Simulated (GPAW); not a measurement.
**ZnS: single point with PBEsol**

**Measured values to compare with.**

From “Electronic, vibrational, and thermodynamic properties of ZnS (zincblende and rocksalt structure)”, 2009, arxiv:0911.5022, for a bulk crystal of ZnS at 19 K: band gap 3.85 eV (direct).

ZnS:

```xyz
2
Lattice="0.0000 2.7020 2.7020 2.7020 0.0000 2.7020 2.7020 2.7020 0.0000" Properties=species:S:1:pos:R:3 pbc="T T T"
Zn    4.0530    4.0530    4.0530
S     0.0000    0.0000    0.0000
```

| Quantity | Value |
| --- | --- |
| Program | GPAW 26.7.0 |
| Task | single point |
| Functional | PBEsol |
| Potentials or basis | PAW data sets generated in the run's folder for this functional |
| Cutoff | 600 eV |
| Basis | pw |
| k mesh | 9 × 9 × 9 |
| Occupations | gaussian, width 0.1 eV |
| Spin | no spin polarisation |
| Maxiter | 150 |

```yaml
Pressure: -2.0 GPa
Band_gap_on_the_k_mesh: 1.97 eV, direct
```

Levels at points of the mesh, in eV from the valence-band top:
```
           k point  band 6  band 7  band 8  band 9  band 10  band 11  band 12  band 13
(0.00, 0.00, 0.00)   -5.86    0.00    0.00    0.00     1.97     6.27     6.27     6.27
```

It took 20 s on 1 thread of Arm Neoverse V2 (shared host), peak memory 0.16 GiB.

A measured gap of ZnS is 3.85 eV (direct; 19 K; quoted in “Electronic, vibrational, and thermodynamic properties of ZnS (zincblende and rocksalt structure)”, 2009, arxiv:0911.5022); the calculated 1.97 eV misses it by -1.88 eV. The value is that of PBEsol, without temperature or zero-point motion. Semilocal functionals fall short of measured gaps as a rule.
